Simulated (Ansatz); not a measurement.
All numbers below come from DFT PBE, scalar-relativistic, plane waves, PAW in Ansatz. Settings: cutoff 420 eV, Γ-centred meshes spaced at most about 0.3 Å⁻¹, and about 0.25 Å⁻¹ or finer for metals (2π included), Gaussian smearing. No spin polarisation.

Temperature and zero-point effects are left out.

Two relaxed structures of La2O:

A.

```cif
data_structure
_symmetry_space_group_name_H-M 'I4_1/amd:1'
_symmetry_Int_Tables_number 141
_cell_length_a 5.0891
_cell_length_b 5.0891
_cell_length_c 11.2853
_cell_angle_alpha 90.000
_cell_angle_beta 90.000
_cell_angle_gamma 90.000
_cell_volume 292.28
loop_
_atom_site_label
_atom_site_type_symbol
_atom_site_symmetry_multiplicity
_atom_site_Wyckoff_symbol
_atom_site_fract_x
_atom_site_fract_y
_atom_site_fract_z
_atom_site_occupancy
La1 La 8 e 0.50000 0.50000 0.26419 1
O1 O 4 a 0.00000 0.50000 0.25000 1
```

B.

```cif
data_structure
_symmetry_space_group_name_H-M 'P4/nmm:1'
_symmetry_Int_Tables_number 129
_cell_length_a 4.2626
_cell_length_b 4.2626
_cell_length_c 9.4856
_cell_angle_alpha 90.000
_cell_angle_beta 90.000
_cell_angle_gamma 90.000
_cell_volume 172.35
loop_
_atom_site_label
_atom_site_type_symbol
_atom_site_symmetry_multiplicity
_atom_site_Wyckoff_symbol
_atom_site_fract_x
_atom_site_fract_y
_atom_site_fract_z
_atom_site_occupancy
La1 La 2 c 0.50000 0.00000 0.88247 1
La2 La 2 c 0.50000 0.00000 0.42659 1
O1 O 2 a 0.50000 0.50000 0.00000 1
```

**Question.** Which would you expect to be lower, and how large is the difference?

**Answer.** A is lower, by 37 meV/atom. A has the anti-anatase type, space group I4_1/amd (No. 141), 24.4 Å³/atom and no gap on its mesh; B has space group P4/nmm (No. 129), 28.7 Å³/atom and no gap. Counting O atoms around La (those within 1.25 times the shortest such distance or 1.15 times the sum of covalent radii; the shortest distance is added where it is long for a bond; a slash parts the counts of unlike sites), A has La 3 and B has La 4/4 from 4.6 Å. The denser one is the lower, and pressure would at first widen the difference. In A, La has 3 O at 2.55–2.66 Å, 10 La at 3.57–3.80 Å and 2 La at 4.04 Å; around O lie 6 La at 2.55–2.66 Å. In B, around La on its first site lie 4 O at 2.41 Å, 4 La at 3.75 Å and 9 La at 4.20–4.32 Å; La on its second site has 4 La at 3.32 Å and 9 La at 4.20–4.32 Å; around O lie 4 La at 2.41 Å and 4 O at 3.01 Å. Both come from invented guesses. The lowest form computed isn't among them: it has space group P4/mmm (No. 123), 23.2 Å³/atom and lies 14 meV/atom below the best shown.

Cells relaxed within their symmetry can be saddle points. Some structure types and database cells were kept out of the candidates from the start, so a known form may be missing.
